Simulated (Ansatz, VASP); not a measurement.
# One calculation of ZnSe, two programs

```
Zn Se
1.0
     0.00000    2.83244    2.83244
     2.83244    0.00000    2.83244
     2.83244    2.83244    0.00000
Zn Se
1 1
Direct
  0.00000 0.00000 0.00000
  0.75000 0.75000 0.75000
```

Alike in both runs: task single point; functional PBE; dispersion D3(BJ); k mesh 6 × 6 × 6; occupations gaussian, width 0.1 eV; no spin polarisation.

```csv
,VASP,Ansatz
version,VASP 6.6.1,Ansatz 0.2.0
potentials or method,"VASP PAW PBE potentials, release 64 (Zn, Se)","scalar-relativistic, plane waves, PAW"
plane-wave cutoff (eV),520,420
valence electrons in the cell,18,28
```

Ansatz gave:

```
gap on the k mesh at the Fermi level (eV) : 1.29
least direct gap on the mesh (eV)         : 1.29
pressure (GPa)                            : -0.3
```

Q: What did VASP give for the same quantities?

A: gap on the k mesh at the Fermi level (eV): 1.29; least direct gap on the mesh (eV): 1.29; pressure (GPa): -0.1.

The two sets of potentials don't hold the same shells in valence.
